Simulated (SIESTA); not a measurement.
The system is CdS (Greenockite).

```
Cd S
1.0
     4.15000    0.00000    0.00000
    -2.07500    3.59401    0.00000
     0.00000    0.00000    6.73700
Cd S
2 2
Direct
  0.66667 0.33333 0.50000
  0.33333 0.66667 0.00000
  0.66667 0.33333 0.87500
  0.33333 0.66667 0.37500
```

Base run:

| Item | Value |
| --- | --- |
| Program | SIESTA 5.4.2 |
| Functional | RPBE |
| Potentials or basis | PseudoDojo 0.4 standard (PBE files) |
| Basis | DZP (energy shift 0.003 Ry; two zetas on semicore shells) |
| Grid cutoff | 800 Ry |
| Energy shift | 0.003 Ry |
| k mesh | 7 × 7 × 4 |
| Occupations | fermi-dirac, width 0.05 eV |
| Spin | no spin polarisation |

Its results: band gap on the k mesh 1.55 eV, direct; pressure 4.4 GPa; largest force 0.077 eV/Å.

Task: The run is repeated on the same cell with these changes: functional from RPBE to PBE. What comes out?

Result: Band gap on the k mesh 1.39 eV, direct; pressure 2.3 GPa; largest force 0.075 eV/Å.

PBE binds more tightly than RPBE, so the same cell stands under less pressure.

Caveats: the basis of atomic orbitals isn't converged, which shifts pressures, moduli and gaps; the potentials were made for another functional, which shifts forces and pressure (some runs).
